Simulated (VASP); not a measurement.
# Y (P6_3/mmc) in VASP: notebook

One crystal, Y, is run at these levels: PBEsol; tasks: single point.

All numbers are computed with VASP 6.6.1; they aren't measurements. Logs are shortened: lines on timing, memory, paths and dates and some standing lists are left out, and cuts for length are marked.

## Step 1: The crystal as given

The structure is hexagonal, space group P6_3/mmc (No. 194). Conventional cell: a = 3.647 Å, b = 3.647 Å, c = 5.731 Å, α = 90.00°, β = 90.00°, γ = 120.00°. Around Y (site symmetry -6m2) lie 12 Y at 3.56 to 3.65 Å.

## Step 2: Single point, PBEsol

INCAR

```
SYSTEM = Y
PREC     = Accurate       ! precision mode
ENCUT    = 450            ! plane-wave cutoff, eV
EDIFF    = 1E-6           ! SCF threshold, eV
ISMEAR   = -1             ! smearing method
SIGMA    = 0.15           ! smearing width, eV
LREAL    = .FALSE.        ! projectors in reciprocal space
LASPH    = .TRUE.         ! aspherical terms in the spheres
NELM     = 100            ! most SCF steps
ALGO     = Normal         ! electronic algorithm
ISIF     = 2              ! what is computed and relaxed
LWAVE    = .FALSE.        ! write WAVECAR
LCHARG   = .FALSE.        ! write CHGCAR
GGA      = PS             ! functional
NBANDS   = 18             ! bands
ADDGRID  = .FALSE.
```

KPOINTS

```
Automatic mesh
0
G
  3 3 2
  0 0 0
```

POSCAR

```
Y
1.0
    3.6474000000      0.0000000000      0.0000000000
   -1.8237000000      3.1587410578      0.0000000000
    0.0000000000      0.0000000000      5.7306000000
Y
2
Direct
    0.6666666667      0.3333333333      0.7500000000
    0.3333333333      0.6666666667      0.2500000000
```

Potentials or basis: VASP PAW PBE potentials, release 64 (Y_sv).

On the command line:

```console
> cat potpaw_PBE.64/Y_sv/POTCAR > POTCAR
> mpirun -np 1 vasp_std > vasp.out
```

OUTCAR:

```text
SYSTEM = Y
   PREC = Accurate
   ENCUT = 450
   EDIFF = 1E-6
   ISMEAR = -1
   LREAL = .FALSE.
   LASPH = .TRUE.
   NELM = 100
   ISIF = 2
   GGA = PS

 Found      6 irreducible k-points:

 Following reciprocal coordinates:
            Coordinates               Weight
  0.000000  0.000000  0.000000      1.000000
  0.333333  0.000000  0.000000      6.000000
  0.333333  0.333333  0.000000      2.000000
  0.000000  0.000000  0.500000      1.000000
  0.333333  0.000000  0.500000      6.000000
  0.333333  0.333333  0.500000      2.000000
   k-points           NKPTS =      6   k-points in BZ     NKDIM =      6   number of bands    NBANDS=     18
   number of dos      NEDOS =    301   number of ions     NIONS =      2
   total plane-waves  NPLWV =  31360
   dimension x,y,z NGX =    28 NGY =   28 NGZ =   40
   dimension x,y,z NGXF=    56 NGYF=   56 NGZF=   80
   ions per type =               2
   NGX,Y,Z   is equivalent  to a cutoff of  12.76, 12.76, 11.60 a.u.
   NGXF,Y,Z  is equivalent  to a cutoff of  25.52, 25.52, 23.21 a.u.
 SYSTEM =  Y
   PREC   = accura    normal or accurate (medium, high low for compatibility)
   ISTART =      0    job   : 0-new  1-cont  2-samecut
   ICHARG =      2    charge: 1-file 2-atom 10-const
   ISPIN  =      1    spin polarized calculation?
   LNONCOLLINEAR =      F non collinear calculations
   LSORBIT =      F    spin-orbit coupling
   LASPH  =      T    aspherical Exc in radial PAW
   ENCUT  =  450.0 eV  33.07 Ry    5.75 a.u.   6.31  6.31  9.91*2*pi/ulx,y,z
   NELM   =    100;   NELMIN=  2; NELMDL= -5     # of ELM steps
   EDIFF  = 0.1E-05   stopping-criterion for ELM
   LREAL  =      F    real-space projection
   EDIFFG = 0.1E-04   stopping-criterion for IOM
   NSW    =      0    number of steps for IOM
   IBRION =     -1    ionic relax: 0-MD 1-quasi-New 2-CG
   NFREE  =      0    steps in history (QN), initial steepest desc. (CG)
   ISIF   =      2    stress and relaxation
   ISYM   =      2    0-nonsym 1-usesym 2-fastsym
   POTIM  = 0.5000    time-step for ionic-motion
   TEBEG  =    0.0;   TEEND  =   0.0 temperature during run
   PSTRESS=    0.0 pullay stress
   NELECT =      22.0000    total number of electrons
   NUPDOWN=      -1.0000    fix difference up-down
   EMIN   =  10.00;   EMAX   =-10.00  energy-range for DOS
   EFERMI =   0.00;   METHOD = LEGACY
   ISMEAR =    -1;   SIGMA  =   0.15  broadening in eV -4-tet -1-fermi 0-gaus
   EFERMI_NEDOS =   21; number of points for ismear=-14 and -15
   IALGO  =     38    algorithm
   IMIX   =      4    mixing-type and parameters
     AMIX     =   0.40;   BMIX     =  1.00
     AMIX_MAG =   1.60;   BMIX_MAG =  1.00
  volume/ion in A,a.u.               =      33.01       222.77
  Fermi-wavevector in a.u.,A,eV,Ry     =   1.134967  2.144777 17.526345  1.288150
  Thomas-Fermi vector in A             =   2.271671
   LORBIT       =      0    0 simple, 1 ext, 2 COOP (PROOUT), +10 PAW based schemes
   GGA     = PS    functional components
   LHFCALC =     F    Hartree Fock is set to
   AEXX    =    0.0000 exact exchange contribution
   IVDW    =     0    specifies the selected vdW correction
   LEPSILON=     F    determine dielectric tensor
   LRPA    =     F    only Hartree local field effects (RPA)
 non-spin polarized calculation
  energy-cutoff  :      450.00
  volume of cell :       66.02
 maximum number of plane-waves:      1435
 NGX is ok and might be reduce to    28
   NGX = 13   NGY = 13   NGZ = 19

 number of electron      22.0000000 magnetization

 Free energy of the ion-electron system (eV)
  ---------------------------------------------------
  ext. energy  EPLUGINS =         0.00000000
  ---------------------------------------------------
  free energy    TOTEN  =       -13.67068064 eV

  energy without entropy =      -13.39824211  energy(sigma->0) =      -13.53446138

 E-fermi :   2.8485     XC(G=0):  -9.5105

 val. band max:        2.5078327646   @ k =   0.3333   0.3333   0.5000
 cond. band min:       2.9786148513   @ k =   0.3333   0.0000   0.0000
 fundamental gap:      0.4707820867
 Fermi energy:         2.8484765630

 k-point     1 :       0.0000    0.0000    0.0000
  band No.  band energies     occupation
      1     -39.7236      2.00000
      2     -39.6515      2.00000
      3     -19.9976      2.00000
      4     -19.5573      2.00000
      5     -19.5573      2.00000
      6     -19.4690      2.00000
      7     -19.4690      2.00000
      8     -19.4046      2.00000
      9      -1.8298      2.00000
     10       0.9792      1.99999
     11       3.7617      0.00453
     12       4.5925      0.00002
     13       4.5925      0.00002
     14       4.9058      0.00000
     15       5.1868      0.00000
     16       5.1868      0.00000
     17       5.6555      0.00000
     18       5.6555      0.00000

 k-point     2 :       0.3333    0.0000    0.0000
  band No.  band energies     occupation
      1     -39.6822      2.00000
      2     -39.6407      2.00000
      3     -19.8390      2.00000
      4     -19.8343      2.00000
      5     -19.7465      2.00000
      6     -19.6460      2.00000
      7     -19.5108      2.00000
      8     -19.4941      2.00000
      9       0.1300      2.00000
     10       2.0146      1.99233
     11       2.4188      1.89216
     12       2.9786      0.59151
     13       4.4117      0.00006
     14       4.4776      0.00004
     15       4.5880      0.00002
     16       6.6204      0.00000
     17       6.7031      0.00000
     18       7.0024      0.00000

 k-point     3 :       0.3333    0.3333    0.0000
  band No.  band energies     occupation
      1     -39.6483      2.00000
      2     -39.6483      2.00000
      3     -19.8642      2.00000
      4     -19.7744      2.00000
      5     -19.7744      2.00000
      6     -19.6724      2.00000
      7     -19.6455      2.00000
      8     -19.6455      2.00000
      9       2.1925      1.97509
     10       2.1925      1.97509
     11       2.1952      1.97465
     12       2.4364      1.87950
     13       3.9356      0.00142
     14       3.9356      0.00142
     15       5.1599      0.00000
     16       7.4990      0.00000
     17       7.4991      0.00000
     18       7.9139      0.00000

 k-point     4 :       0.0000    0.0000    0.5000
  band No.  band energies     occupation
      1     -39.6877      2.00000
      2     -39.6877      2.00000
      3     -19.7100      2.00000
      4     -19.7100      2.00000
      5     -19.5133      2.00000
      6     -19.5133      2.00000
      7     -19.5133      2.00000
      8     -19.5133      2.00000
      9      -0.4037      2.00000
     10      -0.4037      2.00000
     11       3.8159      0.00316
     12       3.8159      0.00316
     13       4.5182      0.00003
     14       4.5182      0.00003
     15       4.5182      0.00003
     16       4.5182      0.00003
     17       7.1862      0.00000
     18       7.1862      0.00000

 k-point     5 :       0.3333    0.0000    0.5000
  band No.  band energies     occupation
      1     -39.6614      2.00000
      2     -39.6614      2.00000
      3     -19.8899      2.00000
      4     -19.8899      2.00000
      5     -19.5790      2.00000
      6     -19.5790      2.00000
      7     -19.5662      2.00000
      8     -19.5662      2.00000
      9       0.9625      1.99999
     10       0.9625      1.99999
     11       2.9998      0.53450
     12       2.9998      0.53450
     13       4.0534      0.00065
     14       4.0534      0.00065
     15       5.5272      0.00000
     16       5.5272      0.00000
     17       7.3902      0.00000
     18       7.3989      0.00000

 k-point     6 :       0.3333    0.3333    0.5000
  band No.  band energies     occupation
      1     -39.6483      2.00000
      2     -39.6483      2.00000
      3     -19.8969      2.00000
      4     -19.8969      2.00000
      5     -19.7695      2.00000
      6     -19.7695      2.00000
      7     -19.5175      2.00000
      8     -19.5175      2.00000
      9       2.4910      1.83110
     10       2.4910      1.83110
     11       2.5078      1.81289
     12       2.5078      1.81289
     13       3.2483      0.13009
     14       3.2483      0.13009
     15       5.5907      0.00000
     16       5.5907      0.00000
     17       7.3737      0.00000
     18       7.3737      0.00000

------------------------ aborting loop because EDIFF is reached ----------------------------------------

  FORCE on cell =-STRESS in cart. coord.  units (eV):
  Direction    XX          YY          ZZ          XY          YZ          ZX
  --------------------------------------------------------------------------------------
  -------------------------------------------------------------------------------------
  Total       -1.0022508     -1.0022508     -1.2189950      0.0000000      0.0000000      0.0000000
  in kB      -24.3214513    -24.3214513    -29.5811456      0.0000000      0.0000000      0.0000000
  external PRESSURE =     -26.0746828 kB  Pullay stress =       0.0000000 kB

 VOLUME and BASIS-vectors are now :
 -----------------------------------------------------------------------------
  energy-cutoff  :      450.00
  volume of cell :       66.02
      direct lattice vectors                 reciprocal lattice vectors
     3.647400000  0.000000000  0.000000000     0.274167900  0.158290911  0.000000000
    -1.823700000  3.158741058  0.000000000     0.000000000  0.316581822  0.000000000
     0.000000000  0.000000000  5.730600000     0.000000000  0.000000000  0.174501797

 POSITION                                       TOTAL-FORCE (eV/Angst)
 -----------------------------------------------------------------------------------
      1.82370      1.05291      4.29795         0.000000      0.000000      0.000000
     -0.00000      2.10583      1.43265        -0.000000      0.000000      0.000000
 -----------------------------------------------------------------------------------
    total drift:                               -0.000000      0.000000     -0.000000

  FREE ENERGIE OF THE ION-ELECTRON SYSTEM (eV)
  ---------------------------------------------------
  free  energy   TOTEN  =       -13.6706806398 eV

  energy  without entropy=      -13.3982421134  energy(sigma->0) =      -13.53446138
```

Wall time 5.5 s (1 thread of AMD EPYC 9R45 (Zen 5), shared host); peak memory 0.15 GiB.

The run converged, but some of its settings lie outside the range that counts as converged, so its numbers aren't taken as properties of the crystal.

Results:

```yaml
Free_energy: -13.6707 eV
Pressure: -2.6 GPa
Band_gap_on_the_k_mesh: none (metal or under the smearing width)
```

Caveat: the k mesh is coarse (spacing up to 0.66 Å⁻¹), so the values aren't converged; the PAW data sets were made with another functional, which shifts forces and pressure a little.

## Step 3: Single point, PBEsol

INCAR, as its differences from that of step 2:

```diff
@@ -2,3 +2,3 @@
 PREC     = Accurate       ! precision mode
-ENCUT    = 450            ! plane-wave cutoff, eV
+ENCUT    = 550            ! plane-wave cutoff, eV
 EDIFF    = 1E-6           ! SCF threshold, eV
```

KPOINTS is that of step 2.

POSCAR is that of step 2.

Potentials or basis: VASP PAW PBE potentials, release 64 (Y_sv).

On the command line:

```console
> cat potpaw_PBE.64/Y_sv/POTCAR > POTCAR
> mpirun -np 1 vasp_std > vasp.out
```

OUTCAR:

```text
SYSTEM = Y
   PREC = Accurate
   ENCUT = 550
   EDIFF = 1E-6
   ISMEAR = -1
   LREAL = .FALSE.
   LASPH = .TRUE.
   NELM = 100
   ISIF = 2
   GGA = PS

 Found      6 irreducible k-points:

 Following reciprocal coordinates:
            Coordinates               Weight
  0.000000  0.000000  0.000000      1.000000
  0.333333  0.000000  0.000000      6.000000
  0.333333  0.333333  0.000000      2.000000
  0.000000  0.000000  0.500000      1.000000
  0.333333  0.000000  0.500000      6.000000
[... 201 lines left out ...]
------------------------ aborting loop because EDIFF is reached ----------------------------------------

  FORCE on cell =-STRESS in cart. coord.  units (eV):
  Direction    XX          YY          ZZ          XY          YZ          ZX
  --------------------------------------------------------------------------------------
  -------------------------------------------------------------------------------------
  Total       -0.9987942     -0.9987942     -1.2156022      0.0000000      0.0000000      0.0000000
  in kB      -24.2375706    -24.2375706    -29.4988137      0.0000000      0.0000000      0.0000000
  external PRESSURE =     -25.9913183 kB  Pullay stress =       0.0000000 kB

 VOLUME and BASIS-vectors are now :
 -----------------------------------------------------------------------------
  energy-cutoff  :      550.00
  volume of cell :       66.02
      direct lattice vectors                 reciprocal lattice vectors
     3.647400000  0.000000000  0.000000000     0.274167900  0.158290911  0.000000000
    -1.823700000  3.158741058  0.000000000     0.000000000  0.316581822  0.000000000
     0.000000000  0.000000000  5.730600000     0.000000000  0.000000000  0.174501797

 POSITION                                       TOTAL-FORCE (eV/Angst)
 -----------------------------------------------------------------------------------
      1.82370      1.05291      4.29795         0.000000     -0.000000      0.000000
     -0.00000      2.10583      1.43265        -0.000000      0.000000      0.000000
 -----------------------------------------------------------------------------------
    total drift:                               -0.000000      0.000000     -0.000000

  FREE ENERGIE OF THE ION-ELECTRON SYSTEM (eV)
  ---------------------------------------------------
  free  energy   TOTEN  =       -13.6711058060 eV

  energy  without entropy=      -13.3986691362  energy(sigma->0) =      -13.53488747
```

OSZICAR:

```text
N       E                     dE             d eps       ncg     rms          rms(c)
DAV:   1     0.894041943148E+02    0.89404E+02   -0.11370E+04   216   0.120E+03
DAV:   2    -0.584631960853E+01   -0.95251E+02   -0.93804E+02   268   0.262E+02
DAV:   3    -0.139565918896E+02   -0.81103E+01   -0.79960E+01   394   0.448E+01
DAV:   4    -0.141458015944E+02   -0.18921E+00   -0.18896E+00   262   0.715E+00
DAV:   5    -0.141503925794E+02   -0.45910E-02   -0.45907E-02   330   0.849E-01    0.312E+01
DAV:   6    -0.137586181843E+02    0.39177E+00   -0.47655E-01   226   0.405E+00    0.194E+01
DAV:   7    -0.136865853257E+02    0.72033E-01   -0.92198E-01   280   0.513E+00    0.183E+00
DAV:   8    -0.136714451808E+02    0.15140E-01   -0.15057E-01   248   0.231E+00    0.826E-01
DAV:   9    -0.136710582906E+02    0.38689E-03   -0.40034E-03   294   0.389E-01    0.285E-01
DAV:  10    -0.136711177514E+02   -0.59461E-04   -0.10296E-03   242   0.277E-01    0.182E-01
DAV:  11    -0.136711080919E+02    0.96595E-05   -0.62627E-05   318   0.541E-02    0.206E-02
DAV:  12    -0.136711045084E+02    0.35834E-05   -0.12285E-05   230   0.298E-02    0.142E-02
DAV:  13    -0.136711056854E+02   -0.11770E-05   -0.20836E-06   188   0.134E-02    0.178E-03
DAV:  14    -0.136711058060E+02   -0.12064E-06   -0.16329E-07   136   0.366E-03
   1 F= -.13671106E+02 E0= -.13534887E+02  d E =-.272437E+00
```

stdout:

```text
POSCAR found type information on POSCAR Y
 POSCAR found :  1 types and       2 ions
 scaLAPACK will be used
 -----------------------------------------------------------------------------
|                                                                             |
|                                                                             |
|     You enforced a specific xc type in the INCAR file but a different       |
|     I HOPE YOU KNOW WHAT YOU ARE DOING!                                     |
|                                                                             |
 -----------------------------------------------------------------------------

 LDA part: xc-table for (Slater+PW92), standard interpolation
 POSCAR, INCAR and KPOINTS ok, starting setup
 FFT: planning ... GRIDC
 FFT: planning ... GRID_SOFT
 FFT: planning ... GRID
 WAVECAR not read
 entering main loop
```

Run time: 6.6 s. Hardware: 1 thread of AMD EPYC 9R45 (Zen 5), shared host; peak memory 0.16 GiB.

The run converged, but some of its settings lie outside the range that counts as converged, so its numbers aren't taken as properties of the crystal.

What came out:

```
Free energy            : -13.6711 eV
Pressure               : -2.6 GPa
Band gap on the k mesh : none (metal or under the smearing width)
```

Caveat: the k mesh is coarse (spacing up to 0.66 Å⁻¹), so the values aren't converged; the PAW data sets were made with another functional, which shifts forces and pressure a little.

## Step 4: The reference run

An earlier run on the cell as given: functional PBE; potentials or basis VASP PAW PBE potentials, release 64 (Y_sv); cutoff 520 eV; k mesh 8 × 8 × 5; occupations fermi-dirac, width 0.05 eV; no spin polarisation.

- Pressure: -0.2 GPa
- Band gap on the k mesh: none (metal or under the smearing width)
